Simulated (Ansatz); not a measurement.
BaS (CsCl type), relaxed with r2SCAN: it is cubic, Pm-3m (No. 221); a = 3.834 Å in the conventional setting, 28.17 Å³ an atom. Around Ba lie 8 S at 3.32 Å; around S lie 8 Ba at 3.32 Å. One-shot G0W0@PBE in the plane-wave code Ansatz on a 4×4×4 mesh (contour deformation, no spin-orbit coupling), from a PBE gap of 1.552 eV over the mesh points (the G0W0 gap is indirect on the mesh); the number N of bands summed and the screening cutoff rise together. (Calculated; spin-unpolarised; the phase may be known or hypothetical.)

| N | cutoff (eV) | 1000/N | G0W0 gap (eV) |
| --- | --- | --- | --- |
| 99 | 80 | 10.101 | 2.470 |
| 219 | 140 | 4.566 | 2.595 |

Lay a straight line in 1000/N through these rows.
The slope is -0.0226 eV per unit of 1000/N and the intercept 2.698 eV.

Predict the gap at N = 397 (210 eV).
2.698 + (-0.0226) × 2.519 = 2.641 eV; the run gives 2.658 eV, +0.017 eV from the line.

With that run's result added, what limit do the last two rows suggest?
Their slope is (2.658 − 2.595)/(2.519 − 4.566) = -0.0308, which meets 1/N = 0 at 2.74 eV, against 2.698 eV from the first line. The slope steepens, so 1/N isn't yet asymptotic and the true limit probably lies higher still; the k mesh isn't extrapolated.

Spin-orbit coupling is left out.
